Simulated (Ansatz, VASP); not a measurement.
**Two plane-wave programs on RbBr**

File INCAR:

```
SYSTEM = RbBr
ALGO     = Normal         ! electronic algorithm
EDIFF    = 1E-6           ! SCF threshold, eV
ENCUT    = 520            ! plane-wave cutoff, eV
GGA      = PS             ! functional
ISIF     = 2              ! what is computed and relaxed
ISMEAR   = 0              ! smearing method
LASPH    = .True.         ! aspherical terms in the spheres
LCHARG   = .False.        ! write CHGCAR
LREAL    = .False.        ! projectors in reciprocal space
LWAVE    = .False.        ! write WAVECAR
NBANDS   = 15             ! bands
NELM     = 80             ! most SCF steps
PREC     = Accurate       ! precision mode
SIGMA    = 0.05           ! smearing width, eV
```

Contents of KPOINTS:

```
k-points
0
Gamma
  6 6 6
  0 0 0
```

The input POSCAR:

```
RbBr
1.0
    4.0701688540      0.0000000000      0.0000000000
    0.0000000000      4.0701688540      0.0000000000
    0.0000000000      0.0000000000      4.0701688540
Rb Br
1 1
Direct
   -0.0198457406      0.0000000000      0.0000000000
    0.5212276205      0.5000000000      0.5000000000
```

Input for Ansatz:

```yaml
crystal:
  lattice:
    - [4.070168854, 0.0, 0.0]
    - [0.0, 4.070168854, 0.0]
    - [0.0, 0.0, 4.070168854]
  atoms:
    - { symbol: Rb, position: [-0.0198457406, 0.0, 0.0] }
    - { symbol: Br, position: [0.5212276205, 0.5, 0.5] }
basis:
  ecutwfc: 420
kpoints:
  mp_grid: { grid: [6, 6, 6] }
hamiltonian:
  xc: pbesol
scf:
  occupations: { method: gaussian, width: 0.05 }
output:
  forces: true
  stress: true
  eigenvalues: true
```

Change from the starting cell: mode 4 frozen in at -0.086 Å, equal normal strain along x and y +0.0000.

Alike in both runs: task single point; functional PBEsol; k mesh 6 × 6 × 6; occupations gaussian, width 0.05 eV; no spin polarisation.

|  | VASP | Ansatz |
| --- | --- | --- |
| version | VASP 6.6.1 | Ansatz 0.2.0 |
| potentials or method | VASP PAW PBE potentials, release 64 (Rb_sv, Br) | scalar-relativistic, plane waves, PAW |
| plane-wave cutoff (eV) | 520 | 420 |
| valence electrons in the cell | 16 | 16 |

VASP gave:

| Quantity | Value |
| --- | --- |
| gap on the k mesh at the Fermi level (eV) | 4.05 |
| least direct gap on the mesh (eV) | 4.20 |
| pressure (GPa) | 0.2 |
| rms of the force components (eV/Å) | 0.085 |

Which values does Ansatz return?

gap on the k mesh at the Fermi level (eV): 4.05; least direct gap on the mesh (eV): 4.20; pressure (GPa): 0.2; rms of the force components (eV/Å): 0.083.

Atom by atom the forces differ by 0.001 eV/Å (rms over components).

Caveats: the PAW data sets were made with another functional, which shifts forces and pressure a little (VASP). A k mesh can miss the band edges.
